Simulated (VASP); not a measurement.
# RbBr (Fm-3m) in VASP: further runs

The runs below take RbBr through single point, with r2SCAN.

All numbers are computed with VASP 6.6.1; they aren't measurements. Logs are shortened: lines on timing, memory, paths and dates and some standing lists are left out, and cuts for length are marked.

## (1) Starting point

It takes space group Fm-3m (No. 225, cubic). The conventional cell has a = 6.854 Å, b = 6.854 Å, c = 6.854 Å, α = 90.00°, β = 90.00°, γ = 90.00°. Rb (site symmetry m-3m) has 6 Br at 3.43 Å as nearest neighbours. Around Br (site symmetry m-3m) lie 6 Rb at 3.43 Å.

## (2) Single point, r2SCAN

INCAR reads:

```
PREC     = Accurate       # precision mode
ENCUT    = 250            # plane-wave cutoff, eV
EDIFF    = 1E-6           # SCF threshold, eV
ISMEAR   = 0              # smearing method
SIGMA    = 0.05           # smearing width, eV
LREAL    = False          # projectors in reciprocal space
LASPH    = True           # aspherical terms in the spheres
NELM     = 100            # most SCF steps
ALGO     = Normal         # electronic algorithm
ISIF     = 2              # what is computed and relaxed
LWAVE    = False          # write WAVECAR
LCHARG   = False          # write CHGCAR
METAGGA  = R2SCAN         # meta-GGA
LMIXTAU  = True         
NBANDS   = 15             # bands
ADDGRID  = False
```

KPOINTS reads:

```
Automatic mesh
0
Gamma
  7 7 7
```

POSCAR reads:

```
RbBr
1.0
    0.0000000000      3.4270000000      3.4270000000
    3.4270000000      0.0000000000      3.4270000000
    3.4270000000      3.4270000000      0.0000000000
Rb Br
1 1
Direct
    0.0000000000      0.0000000000      0.0000000000
    0.5000000000      0.5000000000      0.5000000000
```

Potentials or basis: VASP PAW PBE potentials, release 64 (Rb_sv, Br).

Run with:

```
$ cat potpaw_PBE.64/Rb_sv/POTCAR potpaw_PBE.64/Br/POTCAR > POTCAR
$ mpirun -np 1 vasp_std > vasp.out
```

OUTCAR:

```text
PREC = Accurate
   ENCUT = 250
   EDIFF = 1E-6
   ISMEAR = 0
   LREAL = False
   LASPH = True
   NELM = 100
   ISIF = 2
   METAGGA = R2SCAN

 Found     20 irreducible k-points:

 Following reciprocal coordinates:
            Coordinates               Weight
  0.000000  0.000000  0.000000      1.000000
  0.142857  0.000000  0.000000      8.000000
  0.285714  0.000000  0.000000      8.000000
  0.428571  0.000000  0.000000      8.000000
  0.142857  0.142857  0.000000      6.000000
  0.285714  0.142857  0.000000     24.000000
   k-points           NKPTS =     20   k-points in BZ     NKDIM =     20   number of bands    NBANDS=     15
   number of dos      NEDOS =    301   number of ions     NIONS =      2
   total plane-waves  NPLWV =  21952
   dimension x,y,z NGX =    28 NGY =   28 NGZ =   28
   dimension x,y,z NGXF=    56 NGYF=   56 NGZF=   56
   ions per type =               1   1
   NGX,Y,Z   is equivalent  to a cutoff of   9.60,  9.60,  9.60 a.u.
   NGXF,Y,Z  is equivalent  to a cutoff of  19.21, 19.21, 19.21 a.u.
 SYSTEM =  unknown system
   PREC   = accura    normal or accurate (medium, high low for compatibility)
   ISTART =      0    job   : 0-new  1-cont  2-samecut
   ICHARG =      2    charge: 1-file 2-atom 10-const
   ISPIN  =      1    spin polarized calculation?
   LNONCOLLINEAR =      F non collinear calculations
   LSORBIT =      F    spin-orbit coupling
   LASPH  =      T    aspherical Exc in radial PAW
   ENCUT  =  250.0 eV  18.37 Ry    4.29 a.u.   6.25  6.25  6.25*2*pi/ulx,y,z
   NELM   =    100;   NELMIN=  2; NELMDL= -5     # of ELM steps
   EDIFF  = 0.1E-05   stopping-criterion for ELM
   LREAL  =      F    real-space projection
   EDIFFG = 0.1E-04   stopping-criterion for IOM
   NSW    =      0    number of steps for IOM
   IBRION =     -1    ionic relax: 0-MD 1-quasi-New 2-CG
   NFREE  =      0    steps in history (QN), initial steepest desc. (CG)
   ISIF   =      2    stress and relaxation
   ISYM   =      2    0-nonsym 1-usesym 2-fastsym
   POTIM  = 0.5000    time-step for ionic-motion
   TEBEG  =    0.0;   TEEND  =   0.0 temperature during run
   PSTRESS=    0.0 pullay stress
   NELECT =      16.0000    total number of electrons
   NUPDOWN=      -1.0000    fix difference up-down
   EMIN   =  10.00;   EMAX   =-10.00  energy-range for DOS
   EFERMI =   0.00;   METHOD = LEGACY
   ISMEAR =     0;   SIGMA  =   0.05  broadening in eV -4-tet -1-fermi 0-gaus
   EFERMI_NEDOS =   21; number of points for ismear=-14 and -15
   IALGO  =     38    algorithm
   IMIX   =      4    mixing-type and parameters
     AMIX     =   0.40;   BMIX     =  1.00
     AMIX_MAG =   1.60;   BMIX_MAG =  1.00
  volume/ion in A,a.u.               =      40.25       271.61
  Fermi-wavevector in a.u.,A,eV,Ry     =   0.955412  1.805467 12.419564  0.912812
  Thomas-Fermi vector in A             =   2.084247
   LORBIT       =      0    0 simple, 1 ext, 2 COOP (PROOUT), +10 PAW based schemes
   METAGGA = R2SCAN    functional components
   LHFCALC =     F    Hartree Fock is set to
   AEXX    =    0.0000 exact exchange contribution
   IVDW    =     0    specifies the selected vdW correction
   LEPSILON=     F    determine dielectric tensor
   LRPA    =     F    only Hartree local field effects (RPA)
 non-spin polarized calculation
 Gauss-broadening in eV      SIGMA  =   0.05
  energy-cutoff  :      250.00
  volume of cell :       80.50
 maximum number of plane-waves:       728
 NGX is ok and might be reduce to    28
   NGX = 13   NGY = 13   NGZ = 13

 number of electron      15.9999998 magnetization

 Free energy of the ion-electron system (eV)
  ---------------------------------------------------
  ext. energy  EPLUGINS =         0.00000000
  ---------------------------------------------------
  free energy    TOTEN  =       -31.15195663 eV

  energy without entropy =      -31.15195663  energy(sigma->0) =      -31.15195663

 E-fermi :  -1.9127     XC(G=0):  -7.6304

 val. band max:       -2.1560999612   @ k =   0.0000   0.0000   0.0000
 cond. band min:       2.8157422471   @ k =   0.0000   0.0000   0.0000
 fundamental gap:      4.9718422084
 Fermi energy:        -1.9127122724

 k-point     1 :       0.0000    0.0000    0.0000
  band No.  band energies     occupation
      1     -27.3110      2.00000
      2     -14.7710      2.00000
      3     -10.8438      2.00000
      4     -10.8438      2.00000
      5     -10.8438      2.00000
      6      -2.1561      2.00000
      7      -2.1561      2.00000
      8      -2.1561      2.00000
      9       2.8157      0.00000
     10       5.7225      0.00000
     11       5.7225      0.00000
     12       5.7225      0.00000
     13       6.7947      0.00000
     14       6.7947      0.00000
     15       9.1836      0.00000

 k-point     2 :       0.1429    0.0000    0.0000
  band No.  band energies     occupation
      1     -27.3091      2.00000
      2     -14.7791      2.00000
      3     -10.8450      2.00000
      4     -10.8450      2.00000
      5     -10.8335      2.00000
      6      -2.3797      2.00000
      7      -2.2260      2.00000
      8      -2.2260      2.00000
      9       3.2933      0.00000
     10       5.5656      0.00000
     11       5.9751      0.00000
     12       5.9751      0.00000
     13       7.1044      0.00000
     14       7.1044      0.00000
     15      10.0039      0.00000

 k-point     3 :       0.2857    0.0000    0.0000
  band No.  band energies     occupation
      1     -27.3050      2.00000
      2     -14.7970      2.00000
      3     -10.8477      2.00000
      4     -10.8477      2.00000
      5     -10.8109      2.00000
      6      -2.8020      2.00000
      7      -2.3754      2.00000
      8      -2.3754      2.00000
      9       4.3338      0.00000
     10       5.5601      0.00000
     11       6.6947      0.00000
     12       6.6947      0.00000
     13       7.9254      0.00000
     14       7.9254      0.00000
     15      10.7151      0.00000

 k-point     4 :       0.4286    0.0000    0.0000
  band No.  band energies     occupation
      1     -27.3017      2.00000
      2     -14.8112      2.00000
      3     -10.8498      2.00000
      4     -10.8498      2.00000
      5     -10.7928      2.00000
      6      -3.0880      2.00000
      7      -2.4885      2.00000
      8      -2.4885      2.00000
      9       5.0463      0.00000
     10       6.0098      0.00000
     11       7.7317      0.00000
     12       7.7317      0.00000
     13       8.7184      0.00000
     14       8.7184      0.00000
     15       9.7990      0.00000

 k-point     5 :       0.1429    0.1429    0.0000
  band No.  band energies     occupation
      1     -27.3086      2.00000
      2     -14.7779      2.00000
      3     -10.8571      2.00000
      4     -10.8571      2.00000
      5     -10.8202      2.00000
      6      -2.4860      2.00000
      7      -2.1983      2.00000
      8      -2.1983      2.00000
      9       3.3921      0.00000
     10       5.1814      0.00000
     11       6.2544      0.00000
     12       6.2544      0.00000
     13       6.9611      0.00000
     14       7.4167      0.00000
     15      10.2103      0.00000

 k-point     6 :       0.2857    0.1429    0.0000
  band No.  band energies     occupation
      1     -27.3053      2.00000
      2     -14.7838      2.00000
      3     -10.8667      2.00000
      4     -10.8632      2.00000
      5     -10.8206      2.00000
      6      -2.7408      2.00000
      7      -2.3249      2.00000
      8      -2.2875      2.00000
      9       4.1795      0.00000
     10       4.9896      0.00000
     11       6.8436      0.00000
     12       6.9768      0.00000
     13       7.4122      0.00000
     14       8.0817      0.00000
     15      10.9110      0.00000

 [... further k-points ...]

------------------------ aborting loop because EDIFF is reached ----------------------------------------

  FORCE on cell =-STRESS in cart. coord.  units (eV):
  Direction    XX          YY          ZZ          XY          YZ          ZX
  --------------------------------------------------------------------------------------
  -------------------------------------------------------------------------------------
  Total        0.1783029      0.1783029      0.1783029      0.0000000     -0.0000000     -0.0000000
  in kB        3.5489234      3.5489234      3.5489234      0.0000000     -0.0000000     -0.0000000
  external PRESSURE =       3.5489234 kB  Pullay stress =       0.0000000 kB

 VOLUME and BASIS-vectors are now :
 -----------------------------------------------------------------------------
  energy-cutoff  :      250.00
  volume of cell :       80.50
      direct lattice vectors                 reciprocal lattice vectors
     0.000000000  3.427000000  3.427000000    -0.145900204  0.145900204  0.145900204
     3.427000000  0.000000000  3.427000000     0.145900204 -0.145900204  0.145900204
     3.427000000  3.427000000  0.000000000     0.145900204  0.145900204 -0.145900204

 POSITION                                       TOTAL-FORCE (eV/Angst)
 -----------------------------------------------------------------------------------
      0.00000      0.00000      0.00000         0.000000     -0.000000      0.000000
      3.42700      3.42700      3.42700        -0.000000      0.000000     -0.000000
 -----------------------------------------------------------------------------------
    total drift:                                0.000000      0.000000      0.000000

  FREE ENERGIE OF THE ION-ELECTRON SYSTEM (eV)
  ---------------------------------------------------
  free  energy   TOTEN  =       -31.1519566300 eV

  energy  without entropy=      -31.1519566300  energy(sigma->0) =      -31.15195663
```

Run time: 61 s. Hardware: 1 thread of Intel Xeon Platinum 8375C at 2.90GHz (Ice Lake), shared host; peak memory 0.16 GiB.

The run converged, but some of its settings lie outside the range that counts as converged, so its numbers aren't taken as properties of the crystal.

What came out:

```
Free energy            : -31.1520 eV
Band gap on the k mesh : 4.97 eV, direct
```

Caveat: the cutoff is under 1.25 times the usual one of these potentials, so pressure, stress and relaxed cells hold a basis-set (Pulay) error; the PAW data sets were made with another functional, which shifts forces and pressure a little; an odd mesh through Γ misses points on the zone boundary, where band edges often lie.

## (3) Single point, r2SCAN

INCAR is that of step 2.

KPOINTS is that of step 2.

POSCAR reads:

```
RbBr
1.0
    0.0000000000      3.4270000000      3.4270000000
    3.4270000000      0.0000000000      3.4270000000
    3.4270000000      3.4270000000      0.0000000000
Rb Br
1 1
Direct
   -0.0027730000      0.0260310000     -0.0127250000
    0.5081730000      0.5251300000      0.4723360000
```

Potentials or basis: VASP PAW PBE potentials, release 64 (Rb_sv, Br).

Run with:

```
$ cat potpaw_PBE.64/Rb_sv/POTCAR potpaw_PBE.64/Br/POTCAR > POTCAR
$ mpirun -np 1 vasp_std > vasp.out
```

Run time: 7.4 min. Hardware: 1 thread of Intel Xeon Platinum 8375C at 2.90GHz (Ice Lake), shared host; peak memory 0.21 GiB.

These settings aren't checked as converged: the numbers below hold their error.

What came out:

```
Free energy            : -31.1491 eV
Largest force          : 0.090 eV/Å
Band gap on the k mesh : 4.97 eV, direct
```

Caveat: the cutoff is under 1.25 times the usual one of these potentials, so pressure, stress and relaxed cells hold a basis-set (Pulay) error; the PAW data sets were made with another functional, which shifts forces and pressure a little; an odd mesh through Γ misses points on the zone boundary, where band edges often lie.

## (4) Single point, r2SCAN

Edit INCAR of step 3 so:

```diff
@@ -1,3 +1,3 @@
 PREC     = Accurate       # precision mode
-ENCUT    = 250            # plane-wave cutoff, eV
+ENCUT    = 500            # plane-wave cutoff, eV
 EDIFF    = 1E-6           # SCF threshold, eV
```

KPOINTS reads:

```
Automatic mesh
0
Gamma
  5 5 5
```

POSCAR reads:

```
RbBr
1.0
    0.0000000000      3.4270000000      3.4270000000
    3.4270000000      0.0000000000      3.4270000000
    3.4270000000      3.4270000000      0.0000000000
Rb Br
1 1
Direct
    0.0000000000      0.0000000000      0.0000000000
    0.5000000000      0.5000000000      0.5000000000
```

Potentials or basis: VASP PAW PBE potentials, release 64 (Rb_sv, Br).

Run with:

```
$ cat potpaw_PBE.64/Rb_sv/POTCAR potpaw_PBE.64/Br/POTCAR > POTCAR
$ mpirun -np 1 vasp_std > vasp.out
```

OUTCAR:

```text
PREC = Accurate
   ENCUT = 500
   EDIFF = 1E-6
   ISMEAR = 0
   LREAL = False
   LASPH = True
   NELM = 100
   ISIF = 2
   METAGGA = R2SCAN

 Found     10 irreducible k-points:

 Following reciprocal coordinates:
            Coordinates               Weight
  0.000000  0.000000  0.000000      1.000000
  0.200000  0.000000  0.000000      8.000000
  0.400000  0.000000  0.000000      8.000000
  0.200000  0.200000  0.000000      6.000000
  0.400000  0.200000  0.000000     24.000000
 -0.400000  0.200000  0.000000     24.000000
   k-points           NKPTS =     10   k-points in BZ     NKDIM =     10   number of bands    NBANDS=     15
   number of dos      NEDOS =    301   number of ions     NIONS =      2
   total plane-waves  NPLWV =  46656
   dimension x,y,z NGX =    36 NGY =   36 NGZ =   36
   dimension x,y,z NGXF=    72 NGYF=   72 NGZF=   72
   ions per type =               1   1
   NGX,Y,Z   is equivalent  to a cutoff of  12.35, 12.35, 12.35 a.u.
   NGXF,Y,Z  is equivalent  to a cutoff of  24.70, 24.70, 24.70 a.u.
 SYSTEM =  unknown system
   PREC   = accura    normal or accurate (medium, high low for compatibility)
   ISTART =      0    job   : 0-new  1-cont  2-samecut
   ICHARG =      2    charge: 1-file 2-atom 10-const
   ISPIN  =      1    spin polarized calculation?
   LNONCOLLINEAR =      F non collinear calculations
   LSORBIT =      F    spin-orbit coupling
   LASPH  =      T    aspherical Exc in radial PAW
   ENCUT  =  500.0 eV  36.75 Ry    6.06 a.u.   8.84  8.84  8.84*2*pi/ulx,y,z
   NELM   =    100;   NELMIN=  2; NELMDL= -5     # of ELM steps
   EDIFF  = 0.1E-05   stopping-criterion for ELM
   LREAL  =      F    real-space projection
   EDIFFG = 0.1E-04   stopping-criterion for IOM
   NSW    =      0    number of steps for IOM
   IBRION =     -1    ionic relax: 0-MD 1-quasi-New 2-CG
   NFREE  =      0    steps in history (QN), initial steepest desc. (CG)
   ISIF   =      2    stress and relaxation
   ISYM   =      2    0-nonsym 1-usesym 2-fastsym
   POTIM  = 0.5000    time-step for ionic-motion
   TEBEG  =    0.0;   TEEND  =   0.0 temperature during run
   PSTRESS=    0.0 pullay stress
   NELECT =      16.0000    total number of electrons
   NUPDOWN=      -1.0000    fix difference up-down
   EMIN   =  10.00;   EMAX   =-10.00  energy-range for DOS
   EFERMI =   0.00;   METHOD = LEGACY
   ISMEAR =     0;   SIGMA  =   0.05  broadening in eV -4-tet -1-fermi 0-gaus
   EFERMI_NEDOS =   21; number of points for ismear=-14 and -15
[... 19 lines left out ...]
   NGX = 17   NGY = 17   NGZ = 17

 number of electron      15.9999999 magnetization

 Free energy of the ion-electron system (eV)
  ---------------------------------------------------
  ext. energy  EPLUGINS =         0.00000000
  ---------------------------------------------------
  free energy    TOTEN  =       -31.15160922 eV

  energy without entropy =      -31.15160922  energy(sigma->0) =      -31.15160922

 E-fermi :  -1.8281     XC(G=0):  -7.6317

 val. band max:       -2.1587773298   @ k =   0.0000   0.0000   0.0000
 cond. band min:       2.8108999735   @ k =   0.0000   0.0000   0.0000
 fundamental gap:      4.9696773034
 Fermi energy:        -1.8280624572

 k-point     1 :       0.0000    0.0000    0.0000
  band No.  band energies     occupation
      1     -27.3134      2.00000
      2     -14.7721      2.00000
      3     -10.8428      2.00000
      4     -10.8428      2.00000
      5     -10.8428      2.00000
      6      -2.1588      2.00000
      7      -2.1588      2.00000
      8      -2.1588      2.00000
      9       2.8109      0.00000
     10       5.7220      0.00000
     11       5.7220      0.00000
     12       5.7220      0.00000
     13       6.7919      0.00000
     14       6.7919      0.00000
[... 77 lines left out ...]
      2     -14.7857      2.00000
      3     -10.9176      2.00000
      4     -10.8612      2.00000
      5     -10.8225      2.00000
      6      -2.9479      2.00000
      7      -2.5016      2.00000
      8      -2.4912      2.00000
      9       5.2685      0.00000
     10       5.9001      0.00000
     11       7.4427      0.00000
     12       7.8674      0.00000
     13       8.0037      0.00000
     14       9.5995      0.00000
     15       9.8075      0.00000

 [... further k-points ...]

------------------------ aborting loop because EDIFF is reached ----------------------------------------

  FORCE on cell =-STRESS in cart. coord.  units (eV):
  Direction    XX          YY          ZZ          XY          YZ          ZX
  --------------------------------------------------------------------------------------
  -------------------------------------------------------------------------------------
  Total        0.2456027      0.2456027      0.2456027      0.0000000     -0.0000000     -0.0000000
  in kB        4.8884522      4.8884522      4.8884522      0.0000000     -0.0000000     -0.0000000
  external PRESSURE =       4.8884522 kB  Pullay stress =       0.0000000 kB

 VOLUME and BASIS-vectors are now :
 -----------------------------------------------------------------------------
  energy-cutoff  :      500.00
  volume of cell :       80.50
      direct lattice vectors                 reciprocal lattice vectors
     0.000000000  3.427000000  3.427000000    -0.145900204  0.145900204  0.145900204
     3.427000000  0.000000000  3.427000000     0.145900204 -0.145900204  0.145900204
     3.427000000  3.427000000  0.000000000     0.145900204  0.145900204 -0.145900204

 POSITION                                       TOTAL-FORCE (eV/Angst)
 -----------------------------------------------------------------------------------
      0.00000      0.00000      0.00000         0.000000      0.000000      0.000000
      3.42700      3.42700      3.42700        -0.000000     -0.000000     -0.000000
 -----------------------------------------------------------------------------------
    total drift:                                0.000000      0.000000      0.000000

  FREE ENERGIE OF THE ION-ELECTRON SYSTEM (eV)
  ---------------------------------------------------
  free  energy   TOTEN  =       -31.1516092210 eV

  energy  without entropy=      -31.1516092210  energy(sigma->0) =      -31.15160922
```

It took 86 s on 1 thread of Intel Xeon Platinum 8375C at 2.90GHz (Ice Lake), shared host; peak memory 0.21 GiB.

These settings aren't checked as converged: the numbers below hold their error.

Results:

* Free energy: -31.1516 eV
* Pressure: 0.5 GPa
* Band gap on the k mesh: 4.97 eV, direct

Caveat: the PAW data sets were made with another functional, which shifts forces and pressure a little.

[end of part 1 of 2]
